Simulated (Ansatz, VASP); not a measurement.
**Ti in VASP and in Ansatz**

```
CELL_PARAMETERS angstrom
2.64499 0.00000 0.00000
0.00000 2.64499 0.00000
0.00000 0.00000 2.64499
ATOMIC_POSITIONS crystal
Ti 0.00000 0.00000 0.00000
```

Alike in both runs: functional PBE; k mesh 12 × 12 × 12; occupations fermi-dirac, width 0.1 eV; no spin polarisation.

Ansatz relaxed the structure, and its values are those at the end. VASP's run is a single point on that final structure, the one shown.

```csv
,VASP,Ansatz
version,VASP 6.6.1,Ansatz 0.2.0
potentials or method,"VASP PAW PBE potentials, release 64 (Ti_sv)","plane waves (420 eV) with PAW, scalar-relativistic"
plane-wave cutoff (eV),520,420
valence electrons in the cell,12,12
```

|  | VASP | Ansatz | Ansatz less VASP |
| --- | --- | --- | --- |
| pressure (GPa) | -0.1 | 0.0 | +0.11 |
